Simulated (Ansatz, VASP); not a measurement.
**Ag in VASP and in Ansatz**

File INCAR:

```
SYSTEM = Ag
PREC     = Accurate       ! precision mode
ENCUT    = 520            ! plane-wave cutoff, eV
EDIFF    = 1E-7           ! SCF threshold, eV
ISMEAR   = 0              ! smearing method
SIGMA    = 0.15           ! smearing width, eV
LREAL    = .False.        ! projectors in reciprocal space
LASPH    = .True.         ! aspherical terms in the spheres
NELM     = 80             ! most SCF steps
ALGO     = Fast           ! electronic algorithm
ISIF     = 2              ! what is computed and relaxed
LWAVE    = .False.        ! write WAVECAR
LCHARG   = .False.        ! write CHGCAR
GGA      = PS             ! functional
NBANDS   = 12             ! bands
```

File KPOINTS:

```
Automatic mesh
0
Gamma
  20 20 20
  0 0 0
```

Contents of POSCAR:

```
Ag
1.0
   -1.5728713000      1.5728713000      1.6142626500
    1.5728713000     -1.5728713000      1.6142626500
    1.5728713000      1.5728713000     -1.6142626500
Ag
1
Direct
    0.0000000000      0.0000000000      0.0000000000
```

Input for Ansatz:

```yaml
crystal:
  lattice:
    - [-1.5728713, 1.5728713, 1.61426265]
    - [1.5728713, -1.5728713, 1.61426265]
    - [1.5728713, 1.5728713, -1.61426265]
  atoms:
    - { symbol: Ag, position: [0.0, 0.0, 0.0] }
basis:
  ecutwfc: 420
kpoints:
  mp_grid: { grid: [20, 20, 20] }
hamiltonian:
  xc: pbesol
scf:
  occupations: { method: gaussian, width: 0.15 }
output:
  forces: true
  stress: true
  eigenvalues: true
  write_density: true
  write_potential: true
  elf: true
  volumetric_format: npy
```

Change from the starting cell: strain -0.050 along x and y, -0.025 along z, atoms carried along.

Alike in both runs: task single point; functional PBEsol; k mesh 20 × 20 × 20; occupations gaussian, width 0.15 eV; no spin polarisation.

```csv
,VASP,Ansatz
version,VASP 6.6.1,Ansatz 0.2.0
potentials or method,"VASP PAW PBE potentials, release 64 (Ag)","scalar-relativistic, plane waves, PAW"
plane-wave cutoff (eV),520,420
valence electrons in the cell,11,19
```

|  | VASP | Ansatz | Ansatz less VASP |
| --- | --- | --- | --- |
| gap on the k mesh at the Fermi level (eV) | none | none | - |
| pressure (GPa) | 6.1 | 6.4 | +0.30 |
| largest component of the traceless stress (GPa) | 0.50 | 0.50 | -0.003 |

A gap of «none» marks a metal or a gap that the smearing closes. The functional is the same, so the differences come from potentials, cutoffs and numerics. The two sets of potentials don't hold the same shells in valence.

Caveats: the PAW data sets were made with another functional, which shifts forces and pressure a little (VASP).
